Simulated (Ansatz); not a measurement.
**Ta2N under changes of volume**

One of the cells (13.622 Å³/atom); the others are scaled copies at fixed shape and fractional positions:

```
CELL_PARAMETERS angstrom
3.11286 0.00000 0.00000
-1.55643 2.69582 0.00000
0.00000 0.00000 4.86984
ATOMIC_POSITIONS crystal
Ta 0.33333 0.66667 0.25471
Ta 0.66667 0.33333 0.74529
N 0.00000 0.00000 0.00000
```

The cell comes from a database or a generator and needn't be the stable form of this composition.

```yaml
Program: Ansatz 0.2.0
Functional: PBE
Potentials_or_basis: Ansatz PAW
Cutoff: "420 eV (not typed: the program's choice for these potentials)"
k_mesh: 10 × 10 × 6
Occupations: fermi-dirac, width 0.15 eV
Spin: collinear spin, antiferromagnetic start
Starting_moments: "[0.5, -0.5, 0.0] μB"
Hubbard_terms: Ta d U = 1 eV
```

```csv
volume (Å³/atom),energy over the lowest point (meV/atom),pressure (GPa),largest force (eV/Å)
12.805,40.42,18.4,0.364
13.077,15.71,11.2,0.224
13.350,2.62,4.7,0.098
13.622,0.00,-1.1,0.018
13.895,6.77,-6.3,0.123
14.167,21.99,-11.0,0.218
14.439,?,?,?
```

Problem. What does the run at 14.439 Å³/atom give?

Solution. Energy over the lowest point 44.79 meV/atom; pressure -15.2 GPa; largest force 0.305 eV/Å.

Worked out: A Birch-Murnaghan fit of order 3 (a polynomial in V^(-2/3)) to the other rows has its minimum at 13.56 Å³/atom with B0 = V·E''(V) = 282 GPa and B' = 4.3 at fixed shape and positions, which overstates the stiffness. It gives 44.76 meV/atom at 14.439 Å³/atom, against the run's 44.79, and -dE/dV = -15.5 GPa, against -15.2.

Energies are extrapolated to zero smearing.

Caveats: the magnetic or orbital state may not be the lowest; the starting moments weren't kept.
